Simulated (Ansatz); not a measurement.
The system is TiO2 (Anatase).

```xyz
6
Lattice="-1.8921 1.8921 4.7573 1.8921 -1.8921 4.7573 1.8921 1.8921 -4.7573" Properties=species:S:1:pos:R:3 pbc="T T T"
Ti    0.0000    1.8921    2.3786
Ti    0.0000    0.0000    0.0000
O     0.0000    0.0000    7.5346
O     0.0000    1.8921    0.3987
O     0.0000    1.8921    4.3586
O     0.0000    0.0000    1.9800
```

```yaml
Program: Ansatz 0.2.0
Task: relaxation of cell and atoms
Functional: PBE
Potentials_or_basis: PseudoDojo standard (PBE files)
Cutoff: 1143 eV
Density_cutoff: 4572 eV
k_mesh: 10 × 10 × 10
Occupations: fermi-dirac, width 0.05 eV
Spin: no spin polarisation
```

At the start: volume 11.35 Å³/atom.

Q: How do energy, volume and symmetry change on relaxing?

A: It ends after 5 steps and the volume is 11.64 Å³/atom (+2.5 %); space group I4_1/amd (No. 141, to 0.05 Å).

The path:
| step | energy change (eV) | largest force (eV/Å) | volume (Å³) |
| --- | --- | --- | --- |
| 1 | 0.0000 | 0.0810 | 68.13 |
| 2 | -0.0207 | 0.0256 | 69.22 |
| 3 | -0.0239 | 0.0048 | 69.80 |
| 4 | -0.0243 | 0.0070 | 69.83 |
| 5 | -0.0250 | 0.0069 | 69.83 |

Final structure:
```
Ti O
1.0
    -1.89799    1.89799    4.84637
     1.89799   -1.89799    4.84637
     1.89799    1.89799   -4.84637
Ti O
2 4
Cartesian
  0.0000 1.8980 2.4232
  0.0000 0.0000 0.0000
  0.0000 0.0000 7.6915
  0.0000 1.8980 0.4220
  0.0000 1.8980 4.4244
  0.0000 0.0000 2.0012
```

Caveat: the plane-wave basis is chosen anew once the cell has moved, so the energies of steps on either side of that aren't comparable.
